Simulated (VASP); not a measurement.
# Lattice of ZnSe (Stilleite), functional by functional

Aim: relax ZnSe (Stilleite) at several levels of theory and compare the cells. The starting structure is a measured crystal structure from the Crystallography Open Database. The first relaxation on each setting starts from this cell expanded by 3 % in volume.

Calculated with VASP 6.6.1; Kohn-Sham DFT with plane waves and PAW; PBEsol, LDA, PBE, PBEsol + D3(BJ), r2SCAN and r2SCAN + rVV10.

### 1. Starting point

Symmetry: F-43m, No. 216, cubic system. Conventional cell: a = 5.668 Å, b = 5.668 Å, c = 5.668 Å, α = 90.00°, β = 90.00°, γ = 90.00°. Nearest to Se lie 4 Zn at 2.45 Å. Zn has 4 Se at 2.45 Å nearest. Farther neighbours and most contacts between anions are not listed.

As a file:

```xyz
2
Lattice="0.0000 2.8338 2.8338 2.8338 0.0000 2.8338 2.8338 2.8338 0.0000" Properties=species:S:1:pos:R:3 pbc="T T T"
Se    4.2507    4.2507    4.2507
Zn    0.0000    0.0000    0.0000
```

### 2. Relaxation with PBEsol

PBEsol restores the gradient expansion of exchange and is tuned for the cells of solids. This run starts from the cell of an earlier relaxation, which isn't shown; the restart sets up the plane waves anew.

Input file INCAR:

```
SYSTEM = ZnSe
PREC = Accurate
ENCUT = 450
EDIFF = 1E-06
NELM = 100
ISMEAR = 0
SIGMA = 0.03
LREAL = .FALSE.
ALGO = Normal
GGA = PS
NBANDS = 15
LORBIT = 11
LWAVE = .FALSE.
LCHARG = .FALSE.
KPAR = 4
IBRION = 2
NSW = 50
ISIF = 3
EDIFFG = -0.006
```

Input file POSCAR:

```
ZnSe
1.0
    0.0000000000      2.8202244504      2.8202244504
    2.8202244504      0.0000000000      2.8202244504
    2.8202244504      2.8202244504      0.0000000000
Se Zn
1 1
Direct
    0.7500000000      0.7500000000      0.7500000000
    0.0000000000      0.0000000000      0.0000000000
```

Input file KPOINTS:

```
Automatic mesh
0
Gamma
6 6 6
0 0 0
```

Potentials, in the order of the species: Se and Zn (PBE family, release 64).

On the command line:

```console
mpirun -np 4 vasp_std
```

Log:

```text
[banner, memory and clock lines left out]
running    4 mpi-ranks, on    1 nodes
 distrk:  each k-point on    1 cores,    4 groups
 distr:  one band on    1 cores,    1 groups

 POSCAR found type information on POSCAR SeZn
 POSCAR found :  2 types and       2 ions
|                                                                             |
|               ----> ADVICE to this user running VASP <----                  |
|                                                                             |
|     You enforced a specific xc type in the INCAR file but a different       |
|     [... a line on the potential file left out ...]
|     I HOPE YOU KNOW WHAT YOU ARE DOING!                                     |
|                                                                             |

 LDA part: xc-table for (Slater+PW92), standard interpolation
 POSCAR, INCAR and KPOINTS ok, starting setup
 FFT: planning ... GRIDC
 FFT: planning ... GRID_SOFT
 FFT: planning ... GRID
 WAVECAR not read
 entering main loop
       N       E                     dE             d eps       ncg     rms          rms(c)
DAV:   1     0.798837312332E+02    0.79884E+02   -0.82457E+03   480   0.127E+03
DAV:   2    -0.201242342924E+01   -0.81896E+02   -0.77542E+02   515   0.237E+02
DAV:   3    -0.703270951959E+01   -0.50203E+01   -0.49990E+01   613   0.609E+01
DAV:   4    -0.707330488899E+01   -0.40595E-01   -0.40589E-01   536   0.564E+00
DAV:   5    -0.707350944755E+01   -0.20456E-03   -0.20456E-03   641   0.376E-01    0.479E+00
DAV:   6    -0.678649131988E+01    0.28702E+00   -0.66776E-01   600   0.290E+01    0.372E+00
DAV:   7    -0.676765723853E+01    0.18834E-01   -0.18176E-01   515   0.413E+00    0.162E+00
DAV:   8    -0.676518930074E+01    0.24679E-02   -0.41047E-03   618   0.673E-01    0.440E-01
DAV:   9    -0.676498611617E+01    0.20318E-03   -0.82800E-04   571   0.331E-01    0.667E-02
DAV:  10    -0.676504270104E+01   -0.56585E-04   -0.20978E-04   587   0.186E-01    0.233E-02
DAV:  11    -0.676503259959E+01    0.10101E-04   -0.35902E-05   682   0.892E-02    0.414E-03
DAV:  12    -0.676503285635E+01   -0.25676E-06   -0.62620E-06   550   0.178E-02
   1 F= -.67650329E+01 E0= -.67650329E+01  d E =-.676503E+01
 curvature:   0.00 expect dE= 0.000E+00 dE for cont linesearch  0.000E+00
 trial: gam= 0.00000 g(F)=  0.122E-45 g(S)=  0.492E-05 ort = 0.000E+00 (trialstep = 0.100E+01)
 search vector abs. value=  0.492E-05
 reached required accuracy - stopping structural energy minimisation
```

The job ended after 4.2 s (4 MPI ranks of AMD EPYC 7R43, shared host; peak memory 0.45 GiB).

Lines that name or quote the potential files are left out of all logs, and their timing lines are given in words.

From OUTCAR (step 2):

```text
ion  position               nearest neighbor table
   1  0.750  0.750  0.750-   2 2.44   2 2.44   2 2.44   2 2.44
   2  0.000  0.000  0.000-   1 2.44   1 2.44   1 2.44   1 2.44

  LATTYP: Found a face centered cubic cell.
 ALAT       =     5.6404489008

 Subroutine GETGRP returns: Found 24 space group operations
 (whereof 24 operations were pure point group operations)

The static configuration has the point symmetry T_d .

 Found     16 irreducible k-points:

   k-points           NKPTS =     16   k-points in BZ     NKDIM =     16   number of bands    NBANDS=     15

   dimension x,y,z NGX =    28 NGY =   28 NGZ =   28
   dimension x,y,z NGXF=    56 NGYF=   56 NGZF=   56

   ENCUT  =  450.0 eV  33.07 Ry    5.75 a.u.   6.90  6.90  6.90*2*pi/ulx,y,z

   NELECT =      18.0000    total number of electrons

 k-points in reciprocal lattice and weights: Automatic mesh
   0.00000000  0.00000000  0.00000000       0.005
   0.16666667  0.00000000  0.00000000       0.037
   0.33333333  0.00000000  0.00000000       0.037
   0.50000000  0.00000000  0.00000000       0.019
   0.16666667  0.16666667  0.00000000       0.028
   0.33333333  0.16666667  0.00000000       0.111
   0.50000000  0.16666667  0.00000000       0.111
  -0.33333333  0.16666667  0.00000000       0.111
  -0.16666667  0.16666667  0.00000000       0.056
[...]
-0.33333333  0.33333333  0.16666667       0.111
  -0.33333333  0.50000000  0.16666667       0.056

 average (electrostatic) potential at core
       1 -55.8336       2 -36.8434

 E-fermi :   1.8253

 k-point     1 :       0.0000    0.0000    0.0000
  band No.  band energies     occupation
    ...
      5      -4.6141      2.00000
      6      -4.6141      2.00000
      7       1.6169      2.00000
      8       1.6169      2.00000
      9       1.6169      2.00000
     10       2.8418      0.00000
     11       7.3391      0.00000
     12       7.3391      0.00000
     13       7.3391      0.00000
     14      11.4070      0.00000
    ...

 k-point     2 :       0.1667    0.0000    0.0000
  band No.  band energies     occupation
    ...
      5      -4.6160      2.00000
      6      -4.6160      2.00000
      7      -0.3446      2.00000
      8       1.3541      2.00000
      9       1.3541      2.00000
     10       4.1244      0.00000
     11       7.4101      0.00000
     12       7.7515      0.00000
     13       7.7515      0.00000
     14      12.0144      0.00000
    ...

 k-point     3 :       0.3333    0.0000    0.0000
  band No.  band energies     occupation
    ...
      5      -4.6074      2.00000
      6      -4.6074      2.00000
      7      -2.5417      2.00000
      8       0.9122      2.00000
      9       0.9122      2.00000
     10       4.2255      0.00000
     11       8.0168      0.00000
     12       8.0168      0.00000
     13       9.1222      0.00000
     14      11.8767      0.00000
    ...

  Total       -0.0082471     -0.0082471     -0.0082471     -0.0000000      0.0000000     -0.0000000
  in kB       -0.2945310     -0.2945310     -0.2945310     -0.0000000      0.0000000     -0.0000000
  external PRESSURE =      -0.2945310 kB  Pullay stress =       0.0000000 kB

  energy-cutoff  :      450.00
  volume of cell :       44.86
      direct lattice vectors                 reciprocal lattice vectors
     0.000000000  2.820224450  2.820224450    -0.177290854  0.177290854  0.177290854
     2.820224450  0.000000000  2.820224450     0.177290854 -0.177290854  0.177290854
     2.820224450  2.820224450  0.000000000     0.177290854  0.177290854 -0.177290854

 POSITION                                       TOTAL-FORCE (eV/Angst)
 -----------------------------------------------------------------------------------
      4.23034      4.23034      4.23034         0.000000      0.000000     -0.000000
      0.00000      0.00000      0.00000        -0.000000     -0.000000      0.000000
 -----------------------------------------------------------------------------------
    total drift:                               -0.000001     -0.000001     -0.000001

  FREE ENERGIE OF THE ION-ELECTRON SYSTEM (eV)
  ---------------------------------------------------
  free  energy   TOTEN  =        -6.7650328564 eV

  energy  without entropy=       -6.7650328564  energy(sigma->0) =       -6.76503286

 reached required accuracy - stopping structural energy minimisation

 total charge
# of ion       s       p       d       tot
------------------------------------------
    1        1.437   2.422   0.032   3.890
    2        0.540   0.462   9.786  10.788
--------------------------------------------------
tot          1.977   2.884   9.817  14.678

[... 3 further parts left out ...]
```

The PAW data sets were made with PBE, which is usual practice but a small mismatch for other functionals. The run keeps the 24 symmetry operations of its start, so it cannot find a distortion of lower symmetry.

With PBEsol the relaxed cell holds 22.431 Å³ an atom, -1.43 % against the measured cell, with a = 5.640 Å.

### 3. Relaxation with LDA

LDA, the lowest rung, knows the local density alone. This run starts from the cell of an earlier relaxation, which isn't shown; the restart sets up the plane waves anew.

INCAR: that of step 2 with these lines changed.

```diff
@@ -9,3 +9,3 @@
 ALGO = Normal
-GGA = PS
+GGA = CA
 NBANDS = 15
```

Input file POSCAR:

```
ZnSe
1.0
    0.0000000000      2.7890648754      2.7890648754
    2.7890648754      0.0000000000      2.7890648754
    2.7890648754      2.7890648754      0.0000000000
Se Zn
1 1
Direct
    0.7500000000      0.7500000000      0.7500000000
    0.0000000000      0.0000000000      0.0000000000
```

KPOINTS is that of step 2.

The projector-augmented-wave data sets are Se and Zn (LDA family, release 64).

On the command line:

```console
mpirun -np 4 vasp_std
```

Log:

```text
[banner, memory and clock lines left out]
running    4 mpi-ranks, on    1 nodes
[...]
LDA part: xc-table for (Slater(with rela. corr.)+CA(PZ))
 , standard interpolation
 POSCAR, INCAR and KPOINTS ok, starting setup
[...]
entering main loop
       N       E                     dE             d eps       ncg     rms          rms(c)
DAV:   1     0.831453021174E+02    0.83145E+02   -0.83996E+03   480   0.128E+03
DAV:   2    -0.233265886652E+01   -0.85478E+02   -0.80731E+02   522   0.247E+02
DAV:   3    -0.763292166696E+01   -0.53003E+01   -0.52785E+01   627   0.630E+01
DAV:   4    -0.767845598964E+01   -0.45534E-01   -0.45528E-01   550   0.593E+00
[...]
DAV:  10    -0.736518991576E+01   -0.17735E-04   -0.11681E-04   608   0.111E-01    0.189E-02
DAV:  11    -0.736518276562E+01    0.71501E-05   -0.15481E-05   734   0.617E-02    0.439E-03
DAV:  12    -0.736518280910E+01   -0.43485E-07   -0.25754E-06   571   0.116E-02
   1 F= -.73651828E+01 E0= -.73651828E+01  d E =-.736518E+01
[...]
N       E                     dE             d eps       ncg     rms          rms(c)
DAV:   1    -0.736594380498E+01   -0.76104E-03   -0.84481E-03   599   0.188E+00    0.192E-01
DAV:   2    -0.736529939632E+01    0.64441E-03   -0.20487E-03   599   0.126E+00    0.702E-02
DAV:   3    -0.736522106203E+01    0.78334E-04   -0.74201E-05   553   0.966E-02    0.338E-02
DAV:   4    -0.736519968922E+01    0.21373E-04   -0.12711E-05   613   0.498E-02    0.128E-02
DAV:   5    -0.736519705476E+01    0.26345E-05   -0.23372E-06   405   0.279E-02    0.116E-03
DAV:   6    -0.736519711875E+01   -0.63981E-07   -0.97576E-07   293   0.114E-02
   2 F= -.73651971E+01 E0= -.73651971E+01  d E =-.143096E-04
 trial-energy change:   -0.000014  1 .order   -0.000021   -0.000053    0.000011
 step:   0.6954(harm=  0.8221)  dis= 0.00000  next Energy=    -7.365199 (dE=-0.162E-04)
 reached required accuracy - stopping structural energy minimisation
```

The job ended after 6.8 s (4 MPI ranks; peak memory 0.45 GiB).

Parts of OUTCAR (step 3):

```text
  Total        0.0058508      0.0058508      0.0058508      0.0000000     -0.0000000     -0.0000000
  in kB        0.2164561      0.2164561      0.2164561      0.0000000     -0.0000000     -0.0000000
  external PRESSURE =       0.2164561 kB  Pullay stress =       0.0000000 kB

 POSITION                                       TOTAL-FORCE (eV/Angst)
 -----------------------------------------------------------------------------------
      4.18087      4.18087      4.18087         0.000000      0.000000      0.000000
      5.57449      2.78725      2.78725        -0.000000     -0.000000     -0.000000
 -----------------------------------------------------------------------------------
    total drift:                               -0.000001     -0.000001     -0.000001

  FREE ENERGIE OF THE ION-ELECTRON SYSTEM (eV)
  ---------------------------------------------------
  free  energy   TOTEN  =        -7.3651971187 eV

  energy  without entropy=       -7.3651971187  energy(sigma->0) =       -7.36519712

[... 2 parts as in an earlier step ...]

[... 2 further parts left out ...]
[key lines of the parts left out:]
E-fermi :   2.1325
```

With LDA the relaxed cell holds 21.653 Å³ an atom, -4.85 % against the measured cell, with a = 5.574 Å. That is -3.47 % from PBEsol.

### 4. Relaxation with PBE

PBE, the usual starting point, adds the gradient of the density.

INCAR: that of step 3 with these lines changed.

```diff
@@ -9,3 +9,3 @@
 ALGO = Normal
-GGA = CA
+GGA = PE
 NBANDS = 15
```

Input file POSCAR:

```
ZnSe
1.0
    0.0000000000      2.8618592506      2.8618592506
    2.8618592506      0.0000000000      2.8618592506
    2.8618592506      2.8618592506      0.0000000000
Se Zn
1 1
Direct
    0.7500000000      0.7500000000      0.7500000000
    0.0000000000      0.0000000000      0.0000000000
```

KPOINTS is that of step 3.

Potentials, in the order of the species: Se and Zn (PBE family, release 64).

On the command line:

```console
mpirun -np 4 vasp_std
```

Log:

```text
[banner, memory and clock lines left out]
running    4 mpi-ranks, on    1 nodes
[...]
LDA part: xc-table for (Slater+PW92), standard interpolation
 POSCAR, INCAR and KPOINTS ok, starting setup
[...]
entering main loop
       N       E                     dE             d eps       ncg     rms          rms(c)
DAV:   1     0.808076066739E+02    0.80808E+02   -0.82095E+03   488   0.122E+03
DAV:   2    -0.121471074830E+01   -0.82022E+02   -0.77331E+02   515   0.242E+02
DAV:   3    -0.627990887351E+01   -0.50652E+01   -0.50456E+01   606   0.601E+01
DAV:   4    -0.631741544511E+01   -0.37507E-01   -0.37504E-01   536   0.563E+00
[...]
DAV:  11    -0.602468990419E+01   -0.68069E-05   -0.30362E-05   550   0.392E-02    0.540E-03
DAV:  12    -0.602469105486E+01   -0.11507E-05   -0.25975E-06   571   0.955E-03    0.316E-03
DAV:  13    -0.602469113933E+01   -0.84473E-07   -0.55452E-07   387   0.605E-03
   1 F= -.60246911E+01 E0= -.60246911E+01  d E =-.602469E+01
[...]
DAV:   5    -0.602512244297E+01    0.52655E-04   -0.56632E-05   667   0.123E-01    0.633E-03
DAV:   6    -0.602512363293E+01   -0.11900E-05   -0.15430E-05   515   0.482E-02    0.570E-03
DAV:   7    -0.602512456059E+01   -0.92766E-06   -0.16056E-06   304   0.274E-02
   2 F= -.60251246E+01 E0= -.60251246E+01  d E =-.433421E-03
 trial-energy change:   -0.000433  1 .order   -0.000324   -0.001200    0.000552
 step:   0.7544(harm=  0.6850)  dis= 0.00000  next Energy=    -6.025191 (dE=-0.500E-03)
[...]
N       E                     dE             d eps       ncg     rms          rms(c)
DAV:   1    -0.602613191857E+01   -0.10083E-02   -0.11515E-02   599   0.205E+00    0.222E-01
DAV:   2    -0.602528335510E+01    0.84856E-03   -0.26984E-03   585   0.134E+00    0.803E-02
DAV:   3    -0.602518231721E+01    0.10104E-03   -0.95116E-05   508   0.845E-02    0.384E-02
DAV:   4    -0.602515850488E+01    0.23812E-04   -0.14707E-05   585   0.462E-02    0.154E-02
DAV:   5    -0.602515553213E+01    0.29727E-05   -0.35568E-06   565   0.315E-02    0.130E-03
DAV:   6    -0.602515554509E+01   -0.12957E-07   -0.98017E-07   255   0.124E-02
   3 F= -.60251555E+01 E0= -.60251555E+01  d E =-.464406E-03
[...]
reached required accuracy - stopping structural energy minimisation
```

Wall time 9.4 s (4 MPI ranks); peak memory 0.51 GiB.

From OUTCAR (step 4):

```text
  Total        0.0000374      0.0000374      0.0000374      0.0000000      0.0000000      0.0000000
  in kB        0.0012677      0.0012677      0.0012677      0.0000000      0.0000000      0.0000000
  external PRESSURE =       0.0012677 kB  Pullay stress =       0.0000000 kB

 POSITION                                       TOTAL-FORCE (eV/Angst)
 -----------------------------------------------------------------------------------
      4.30285      4.30285      4.30285        -0.000000      0.000000      0.000000
     -0.00000      0.00000      0.00000         0.000000     -0.000000     -0.000000
 -----------------------------------------------------------------------------------
    total drift:                                0.000002      0.000002      0.000001

  FREE ENERGIE OF THE ION-ELECTRON SYSTEM (eV)
  ---------------------------------------------------
  free  energy   TOTEN  =        -6.0251555451 eV

  energy  without entropy=       -6.0251555451  energy(sigma->0) =       -6.02515555

[... 2 parts as in an earlier step ...]

[... 2 further parts left out ...]
[key lines of the parts left out:]
E-fermi :   1.5191
```

With PBE the relaxed cell holds 23.604 Å³ an atom, +3.73 % against the measured cell, with a = 5.737 Å. That is +5.23 % from PBEsol.

### 5. Relaxation with PBEsol + D3(BJ)

D3 with Becke-Johnson damping keeps a finite attraction at short range. This run starts from the cell of an earlier relaxation, which isn't shown; the restart sets up the plane waves anew.

INCAR: that of step 4 with these lines changed.

```diff
@@ -9,3 +9,4 @@
 ALGO = Normal
-GGA = PE
+GGA = PS
+IVDW = 12
 NBANDS = 15
```

Input file POSCAR:

```
ZnSe
1.0
    0.0000000000      2.7916375341      2.7916375341
    2.7916375341      0.0000000000      2.7916375341
    2.7916375341      2.7916375341      0.0000000000
Se Zn
1 1
Direct
    0.7500000000      0.7500000000      0.7500000000
    0.0000000000      0.0000000000      0.0000000000
```

KPOINTS is that of step 4.

On the command line:

```console
mpirun -np 4 vasp_std
```

Log:

```text
[banner, memory and clock lines left out]
running    4 mpi-ranks, on    1 nodes
[...]
[... a notice as in an earlier step ...]

 LDA part: xc-table for (Slater+PW92), standard interpolation
 POSCAR, INCAR and KPOINTS ok, starting setup
[...]
entering main loop
       N       E                     dE             d eps       ncg     rms          rms(c)
DAV:   1     0.835262302368E+02    0.83526E+02   -0.82386E+03   480   0.127E+03
DAV:   2    -0.172692828343E+01   -0.85253E+02   -0.80613E+02   529   0.246E+02
DAV:   3    -0.702087369040E+01   -0.52939E+01   -0.52734E+01   571   0.625E+01
DAV:   4    -0.706637370845E+01   -0.45500E-01   -0.45491E-01   557   0.606E+00
[...]
DAV:  10    -0.675565701239E+01   -0.54212E-04   -0.22676E-04   617   0.197E-01    0.237E-02
DAV:  11    -0.675564566799E+01    0.11344E-04   -0.37562E-05   647   0.901E-02    0.489E-03
DAV:  12    -0.675564575562E+01   -0.87624E-07   -0.65180E-06   564   0.188E-02
   1 F= -.73501599E+01 E0= -.73501599E+01  d E =-.735016E+01
[...]
N       E                     dE             d eps       ncg     rms          rms(c)
DAV:   1    -0.675526582218E+01    0.37985E-03   -0.19755E-03   592   0.914E-01    0.930E-02
DAV:   2    -0.675511712793E+01    0.14869E-03   -0.46954E-04   592   0.607E-01    0.338E-02
DAV:   3    -0.675509974259E+01    0.17385E-04   -0.16769E-05   558   0.445E-02    0.162E-02
DAV:   4    -0.675509537711E+01    0.43655E-05   -0.31412E-06   508   0.229E-02    0.624E-03
DAV:   5    -0.675509488184E+01    0.49528E-06   -0.42796E-07   261   0.136E-02
   2 F= -.73501631E+01 E0= -.73501631E+01  d E =-.320210E-05
 trial-energy change:   -0.000003  1 .order   -0.000001   -0.000012    0.000011
 step:   0.5418(harm=  0.5418)  dis= 0.00000  next Energy=    -7.350163 (dE=-0.336E-05)
 reached required accuracy - stopping structural energy minimisation
```

The job ended after 6.4 s (4 MPI ranks; peak memory 0.52 GiB; 21 s of CPU time).

From OUTCAR (step 5):

```text
 Edisp (eV)   -0.59451

 Edisp (eV)   -0.59507

  Total       0.01108     0.01108     0.01108     0.00000    -0.00000     0.00000
  in kB       0.40828     0.40828     0.40828     0.00000    -0.00000     0.00000
  external pressure =        0.41 kB  Pullay stress =        0.00 kB

 POSITION                                       TOTAL-FORCE (eV/Angst)
 -----------------------------------------------------------------------------------
      4.18613      4.18613      4.18613         0.000000      0.000000      0.000000
      2.79076      2.79076      5.58151        -0.000000     -0.000000     -0.000000
 -----------------------------------------------------------------------------------
    total drift:                               -0.000002     -0.000002     -0.000002

  FREE ENERGIE OF THE ION-ELECTRON SYSTEM (eV)
  ---------------------------------------------------
  free  energy   TOTEN  =        -7.3501630599 eV

  energy  without entropy=       -7.3501630599  energy(sigma->0) =       -7.35016306

[... 2 parts as in an earlier step ...]

[... 2 further parts left out ...]
[key lines of the parts left out:]
E-fermi :   2.0455
```

With PBEsol + D3(BJ) the relaxed cell holds 21.735 Å³ an atom, -4.49 % against the measured cell, with a = 5.582 Å. That is -3.10 % from PBEsol.

(Continued in part 2 of 2.)

[Lines on the potential files, build, host, timing and source positions are cut from VASP's logs without a mark.]

[Logs are printed without paths, hosts, clocks, repeated set-up lines and the standing remarks that a program may print on its own settings, such as how far it seeks lower states.]

[Hosts, paths, dates, database ids (printed as entryN), source tags and the programs' standing remarks are cut or masked in the printed files.]
